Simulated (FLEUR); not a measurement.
# V (P6_3/mmc) in FLEUR: notebook, part 2 of 2

FLEUR MaX-R8.1 (later development tree). Earlier steps stand in the parts before.

### Step 5. Equation of state, r2SCAN, collinear spin, ferromagnetic start, 13.87 Å³/atom

Input file inp.xml:

```xml
<?xml version="1.0" encoding="UTF-8" standalone="no"?>
<fleurInput fleurInputVersion="0.39">
   <comment>
      V                                                                                                   
   </comment>
   <calculationSetup>
      <cutoffs Kmax="4.43" Gmax="13.7" GmaxXC="13.7" numbands="0"/>
      <scfLoop itmax="80" minDistance="0.0001" maxIterBroyd="30" imix="Anderson" alpha="0.05" precondParam="0.0" spinf="2.0" sdNocoIR="T"/>
      <coreElectrons ctail="F" frcor="F" kcrel="0" coretail_lmax="0"/>
      <xcFunctional name="LibXC" relativisticCorrections="F">
         <LibXCName exchange="mgga_x_r2scan" correlation="mgga_c_r2scan"/>
         <AuxGGA exchange="117" correlation="130"/>
      </xcFunctional>
      <magnetism jspins="2"/>
      <soc l_soc="F" theta="0.0" phi="0.0" spav="F"/>
      <expertModes spex="0" secvar="F"/>
      <geometryOptimization l_f="F" forcealpha="1.0" forcemix="BFGS" epsdisp="0.00001" epsforce="0.00001"/>
      <ldaU l_linMix="F" mixParam="0.05" spinf="1.0"/>
   </calculationSetup>
   <cell>
      <bzIntegration valenceElectrons="26.0" mode="hist" fermiSmearingEnergy="0.00183747">
         <kPointListSelection listName="default-1"/>
         <!-- k-points included here -->
         <xi:include xmlns:xi="http://www.w3.org/2001/XInclude" href="kpts.xml"> </xi:include>
      </bzIntegration>
      <!-- symmetry operations included here -->
      <xi:include xmlns:xi="http://www.w3.org/2001/XInclude" href="sym.xml"> </xi:include>
      <bulkLattice scale="1.0000000000">
         <bravaisMatrix>
            <row-1>    4.9214026020139050     0.0000000000000000     0.0000000000000000</row-1>
            <row-2>   -2.4607013009124663     4.2620596754735596     0.0000000000000000</row-2>
            <row-3>    0.0000000000000000     0.0000000000000000     8.9258114344636645</row-3>
         </bravaisMatrix>
      </bulkLattice>
   </cell>
   <atomSpecies>
      <species name="Vanadium (2.000" element="V" atomicNumber="23">
         <mtSphere radius="2.21" gridPoints="753" logIncrement="0.016"/>
         <atomicCutoffs lmax="9" lnonsphr="9"/>
         <electronConfig flipSpins="F">
            <coreConfig>(1s1/2) (2s1/2) (2p1/2) (2p3/2)</coreConfig>
            <valenceConfig>(3s1/2) (3p1/2) (3p3/2) (4s1/2) (3d3/2) (3d5/2)</valenceConfig>
            <stateOccupation state="(3d3/2)" spinUp="0.7" spinDown="0.5"/>
            <stateOccupation state="(3d5/2)" spinUp="1.8" spinDown="0.0"/>
         </electronConfig>
         <energyParameters s="4" p="4" d="3" f="4"/>
         <lo type="SCLO" l="0" n="3" eDeriv="0"/>
         <lo type="SCLO" l="1" n="3" eDeriv="0"/>
         <lo type="SCLO" l="1" n="3" eDeriv="1"/>
         <lo type="SCLO" l="2" n="3" eDeriv="2"/>
         <lo type="SCLO" l="3" n="4" eDeriv="2"/>
      </species>
   </atomSpecies>
   <atomGroups>
      <atomGroup species="Vanadium (2.000">
         <relPos label="                   1">1.000/3.000 -1.000/3.000 1.000/4.000</relPos>
         <relPos label="                   2">-1.000/3.000 1.000/3.000 -1.000/4.000</relPos>
         <force calculate="T" relaxXYZ="TTT"/>
      </atomGroup>
   </atomGroups>
   <output dos="F" band="F" slice="F">
      <checks vchk="F" cdinf="F"/>
      <bandDOS minEnergy="-.5*Htr" maxEnergy="0.5*Htr" sigma="0.015" storeEVData="T"/>
      <vacuumDOS vacdos="F" integ="F" star="F" nstars="0" locx1="0.0" locy1="0.0" locx2="0.0" locy2="0.0" nstm="0" tworkf="0.0"/>
      <unfoldingBand unfoldBand="F" supercellX="1" supercellY="1" supercellZ="1"/>
      <plotting iplot="0" polar="F">
         <plot TwoD="T" vec1="  1.0  0.0  0.0" vec2="  0.0  1.0  0.0" vec3="  0.0  0.0  1.0" zero="  0.0  0.0  0.0" file="plot"/>
      </plotting>
      <chargeDensitySlicing numkpt="0" minEigenval="0.0" maxEigenval="0.0" nnne="0" pallst="F"/>
      <specialOutput eonly="F"/>
      <moessbauerParams electricFieldGradient="T" isomerShift="T" coreHyperfine="T" valenceHyperfine="T"/>
      <magneticCircularDichroism mcd="F" energyLo="-10.0" energyUp="0.0"/>
   </output>
  <!-- We include the file relax.xml here to enable relaxations (see documentation) -->
  <xi:include xmlns:xi="http://www.w3.org/2001/XInclude" href="relax.xml"> <xi:fallback/> </xi:include>
</fleurInput>
```

Started as:

```sh
> inpgen -f crystal.txt -profile fastHighL
> # inp.xml edited to the form shown
> fleur_MPI
```

Wall time 5.2 min (1 thread of Arm Neoverse V1, shared host); peak memory 0.14 GiB.

Results (log left out):

- Free energy: -51671.7373 eV
- Band gap on the k mesh: none (metal or under the smearing width)
- Net moment: 0.00 μB per cell
- Valence electrons inside the program's atomic spheres: V 11.20 (radii V 2.21 bohr)

Caveat: the meta-GGA is that of a development version, with a GGA for the radial functions and cores and without core tails.

### Step 6. Equation of state, r2SCAN, collinear spin, ferromagnetic start, 14.70 Å³/atom (volume scaled by 1.06)

The moment here breaks from that of the other volumes: this run ended in another magnetic state.

Changes to inp.xml since step 5:

```diff
@@ -27,3 +27,3 @@
       <xi:include xmlns:xi="http://www.w3.org/2001/XInclude" href="sym.xml"> </xi:include>
-      <bulkLattice scale="1.0000000000">
+      <bulkLattice scale="1.0196128224">
          <bravaisMatrix>
```

Potentials or basis: all-electron, FLAPW.

Started as:

```sh
> inpgen -f crystal.txt -profile fastHighL
> # inp.xml edited to the form shown
> fleur_MPI
```

Run time: 5.4 min. Hardware: 1 thread of Arm Neoverse V1, shared host; peak memory 0.14 GiB.

Results (log left out):

- Free energy: -51671.6606 eV
- Band gap on the k mesh: none (metal or under the smearing width)
- Net moment: 0.91 μB per cell
- Site moments: V +0.38 μB
- Valence electrons inside the program's atomic spheres: V 11.13 (radii V 2.21 bohr)

Caveat: the meta-GGA is that of a development version, with a GGA for the radial functions and cores and without core tails.

### Step 7. Band structure, LDA, collinear spin, ferromagnetic start

Changes to inp.xml since step 6:

```diff
@@ -6,9 +6,6 @@
    <calculationSetup>
-      <cutoffs Kmax="4.43" Gmax="13.7" GmaxXC="13.7" numbands="0"/>
-      <scfLoop itmax="80" minDistance="0.0001" maxIterBroyd="30" imix="Anderson" alpha="0.05" precondParam="0.0" spinf="2.0" sdNocoIR="T"/>
-      <coreElectrons ctail="F" frcor="F" kcrel="0" coretail_lmax="0"/>
-      <xcFunctional name="LibXC" relativisticCorrections="F">
-         <LibXCName exchange="mgga_x_r2scan" correlation="mgga_c_r2scan"/>
-         <AuxGGA exchange="117" correlation="130"/>
-      </xcFunctional>
+      <cutoffs Kmax="4.34" Gmax="13.4" GmaxXC="13.4" numbands="0"/>
+      <scfLoop itmax="60" minDistance="0.00001" maxIterBroyd="15" imix="Anderson" alpha="0.05" precondParam="0.0" spinf="2.0" sdNocoIR="T"/>
+      <coreElectrons ctail="T" frcor="F" kcrel="0" coretail_lmax="0"/>
+      <xcFunctional name="vwn" relativisticCorrections="F"/>
       <magnetism jspins="2"/>
@@ -27,3 +24,3 @@
       <xi:include xmlns:xi="http://www.w3.org/2001/XInclude" href="sym.xml"> </xi:include>
-      <bulkLattice scale="1.0196128224">
+      <bulkLattice scale="1.0">
          <bravaisMatrix>
@@ -37,3 +34,3 @@
       <species name="Vanadium (2.000" element="V" atomicNumber="23">
-         <mtSphere radius="2.21" gridPoints="753" logIncrement="0.016"/>
+         <mtSphere radius="2.26" gridPoints="753" logIncrement="0.016"/>
          <atomicCutoffs lmax="9" lnonsphr="9"/>
```

Input file crystal.txt:

```
V
&input cartesian=F /
2.6042941027  0.0000000000  0.0000000000
-1.3021470513  2.2553848518  0.0000000000
0.0000000000  0.0000000000  4.7233360000
1.8897261246
1.0 1.0 1.0

2
23 0.3333333334  0.6666666668  0.2500000000 : 2.000
23 0.6666666668  0.3333333334  0.7500000000 : 2.000

&kpt div1=12 div2=12 div3=6 gamma=T /
```

Input file inp.xml (bands):

```
<?xml version="1.0" encoding="UTF-8" standalone="no"?>
<fleurInput fleurInputVersion="0.39">
   <comment>
      V                                                                                                   
   </comment>
   <calculationSetup>
      <cutoffs Kmax="4.34" Gmax="13.4" GmaxXC="13.4" numbands="0"/>
      <scfLoop itmax="60" minDistance="0.00001" maxIterBroyd="15" imix="Anderson" alpha="0.05" precondParam="0.0" spinf="2.0" sdNocoIR="T"/>
      <coreElectrons ctail="T" frcor="F" kcrel="0" coretail_lmax="0"/>
      <xcFunctional name="vwn" relativisticCorrections="F"/>
      <magnetism jspins="2"/>
      <soc l_soc="F" theta="0.0" phi="0.0" spav="F"/>
      <expertModes spex="0" secvar="F"/>
      <geometryOptimization l_f="F" forcealpha="1.0" forcemix="BFGS" epsdisp="0.00001" epsforce="0.00001"/>
      <ldaU l_linMix="F" mixParam="0.05" spinf="1.0"/>
   </calculationSetup>
   <cell>
      <bzIntegration valenceElectrons="26.0" mode="hist" fermiSmearingEnergy="0.00183747">
         <kPointListSelection listName="path-1"/>
         <!-- k-points included here -->
         <xi:include xmlns:xi="http://www.w3.org/2001/XInclude" href="kpts.xml"> </xi:include>
      </bzIntegration>
      <!-- symmetry operations included here -->
      <xi:include xmlns:xi="http://www.w3.org/2001/XInclude" href="sym.xml"> </xi:include>
      <bulkLattice scale="1.0">
         <bravaisMatrix>
            <row-1>    4.9214026020139050     0.0000000000000000     0.0000000000000000</row-1>
            <row-2>   -2.4607013009124663     4.2620596754735596     0.0000000000000000</row-2>
            <row-3>    0.0000000000000000     0.0000000000000000     8.9258114344636645</row-3>
         </bravaisMatrix>
      </bulkLattice>
   </cell>
   <atomSpecies>
      <species name="Vanadium (2.000" element="V" atomicNumber="23">
         <mtSphere radius="2.26" gridPoints="753" logIncrement="0.016"/>
         <atomicCutoffs lmax="9" lnonsphr="9"/>
         <electronConfig flipSpins="F">
            <coreConfig>(1s1/2) (2s1/2) (2p1/2) (2p3/2)</coreConfig>
            <valenceConfig>(3s1/2) (3p1/2) (3p3/2) (4s1/2) (3d3/2) (3d5/2)</valenceConfig>
            <stateOccupation state="(3d3/2)" spinUp="0.7" spinDown="0.5"/>
            <stateOccupation state="(3d5/2)" spinUp="1.8" spinDown="0.0"/>
         </electronConfig>
         <energyParameters s="4" p="4" d="3" f="4"/>
         <lo type="SCLO" l="0" n="3" eDeriv="0"/>
         <lo type="SCLO" l="1" n="3" eDeriv="0"/>
         <lo type="SCLO" l="1" n="3" eDeriv="1"/>
         <lo type="SCLO" l="2" n="3" eDeriv="2"/>
         <lo type="SCLO" l="3" n="4" eDeriv="2"/>
      </species>
   </atomSpecies>
   <atomGroups>
      <atomGroup species="Vanadium (2.000">
         <relPos label="                   1">1.000/3.000 -1.000/3.000 1.000/4.000</relPos>
         <relPos label="                   2">-1.000/3.000 1.000/3.000 -1.000/4.000</relPos>
         <force calculate="T" relaxXYZ="TTT"/>
      </atomGroup>
   </atomGroups>
   <output dos="F" band="T" slice="F">
      <checks vchk="F" cdinf="F"/>
      <bandDOS minEnergy="-.5*Htr" maxEnergy="0.5*Htr" sigma="0.015" storeEVData="T"/>
      <vacuumDOS vacdos="F" integ="F" star="F" nstars="0" locx1="0.0" locy1="0.0" locx2="0.0" locy2="0.0" nstm="0" tworkf="0.0"/>
      <unfoldingBand unfoldBand="F" supercellX="1" supercellY="1" supercellZ="1"/>
      <plotting iplot="0" polar="F">
         <plot TwoD="T" vec1="  1.0  0.0  0.0" vec2="  0.0  1.0  0.0" vec3="  0.0  0.0  1.0" zero="  0.0  0.0  0.0" file="plot"/>
      </plotting>
      <chargeDensitySlicing numkpt="0" minEigenval="0.0" maxEigenval="0.0" nnne="0" pallst="F"/>
      <specialOutput eonly="F"/>
      <moessbauerParams electricFieldGradient="T" isomerShift="T" coreHyperfine="T" valenceHyperfine="T"/>
      <magneticCircularDichroism mcd="F" energyLo="-10.0" energyUp="0.0"/>
   </output>
  <!-- We include the file relax.xml here to enable relaxations (see documentation) -->
  <xi:include xmlns:xi="http://www.w3.org/2001/XInclude" href="relax.xml"> <xi:fallback/> </xi:include>
</fleurInput>
```

Started as:

```sh
> inpgen -f crystal.txt -profile fastHighL
> # inp.xml edited to the form shown
> fleur_MPI
> fleur_MPI   # second run, on inp.xml (bands)
```

Wall time 1.8 min (1 thread of Arm Neoverse V2, shared host); peak memory 0.06 GiB.

The run converged. Its results:

```yaml
Free_energy: -51560.9941 eV
Band_gap_along_the_path: none (metal or under the smearing width)
Net_moment: 0.00 μB per cell
Valence_electrons_inside_the_program's_atomic_spheres: V 11.38 (radii V 2.26 bohr)
```

Levels at the corners of the path, in eV from the Fermi level:
Spin up:
| point | band 9 | band 10 | band 11 | band 12 | band 13 | band 14 | band 15 | band 16 | band 17 | band 18 |
| --- | --- | --- | --- | --- | --- | --- | --- | --- | --- | --- |
| Γ | -6.78 | -3.42 | -0.58 | -0.13 | 0.32 | 0.32 | 0.63 | 0.63 | 1.80 | 1.80 |
| M | -2.93 | -2.84 | -2.71 | -0.38 | -0.12 | 0.31 | 0.58 | 2.93 | 3.52 | 3.64 |
| K | -2.16 | -1.45 | -1.45 | -1.42 | -0.44 | -0.44 | 0.65 | 2.19 | 2.40 | 2.40 |
| Γ | -6.78 | -3.42 | -0.58 | -0.13 | 0.32 | 0.32 | 0.63 | 0.63 | 1.80 | 1.80 |
| A | -5.02 | -5.02 | -1.01 | -1.01 | 0.35 | 0.35 | 0.35 | 0.35 | 2.47 | 2.47 |
| L | -3.25 | -3.25 | -1.80 | -1.80 | 1.62 | 1.62 | 1.67 | 1.67 | 3.59 | 3.59 |
| H | -1.59 | -1.59 | -1.58 | -1.58 | -0.56 | -0.56 | 0.93 | 0.93 | 2.90 | 2.90 |
| A | -5.02 | -5.02 | -1.01 | -1.01 | 0.35 | 0.35 | 0.35 | 0.35 | 2.47 | 2.47 |
| L | -3.25 | -3.25 | -1.80 | -1.80 | 1.62 | 1.62 | 1.67 | 1.67 | 3.59 | 3.59 |
| M | -2.93 | -2.84 | -2.71 | -0.38 | -0.12 | 0.31 | 0.58 | 2.93 | 3.52 | 3.64 |
| K | -2.16 | -1.45 | -1.45 | -1.42 | -0.44 | -0.44 | 0.65 | 2.19 | 2.40 | 2.40 |
| H | -1.59 | -1.59 | -1.58 | -1.58 | -0.56 | -0.56 | 0.93 | 0.93 | 2.90 | 2.90 |
Spin down:
| point | band 10 | band 11 | band 12 | band 13 | band 14 | band 15 | band 16 | band 17 |
| --- | --- | --- | --- | --- | --- | --- | --- | --- |
| Γ | -3.42 | -0.58 | -0.13 | 0.32 | 0.32 | 0.63 | 0.63 | 1.80 |
| M | -2.84 | -2.71 | -0.38 | -0.12 | 0.31 | 0.58 | 2.93 | 3.52 |
| K | -1.45 | -1.45 | -1.42 | -0.44 | -0.44 | 0.65 | 2.19 | 2.40 |
| Γ | -3.42 | -0.58 | -0.13 | 0.32 | 0.32 | 0.63 | 0.63 | 1.80 |
| A | -5.02 | -1.01 | -1.01 | 0.35 | 0.35 | 0.35 | 0.35 | 2.47 |
| L | -3.25 | -1.80 | -1.80 | 1.62 | 1.62 | 1.67 | 1.67 | 3.59 |
| H | -1.59 | -1.58 | -1.58 | -0.56 | -0.56 | 0.93 | 0.93 | 2.90 |
| A | -5.02 | -1.01 | -1.01 | 0.35 | 0.35 | 0.35 | 0.35 | 2.47 |
| L | -3.25 | -1.80 | -1.80 | 1.62 | 1.62 | 1.67 | 1.67 | 3.59 |
| M | -2.84 | -2.71 | -0.38 | -0.12 | 0.31 | 0.58 | 2.93 | 3.52 |
| K | -1.45 | -1.45 | -1.42 | -0.44 | -0.44 | 0.65 | 2.19 | 2.40 |
| H | -1.59 | -1.58 | -1.58 | -0.56 | -0.56 | 0.93 | 0.93 | 2.90 |

Core levels (eV from the Fermi level):
| atom | levels |
| --- | --- |
| 1 V | 1s1/2 -5343.6, 2s1/2 -594.5, 2p1/2 -501.0, 2p3/2 -493.9 |
| 2 V | 1s1/2 -5343.6, 2s1/2 -594.5, 2p1/2 -501.0, 2p3/2 -493.9 |
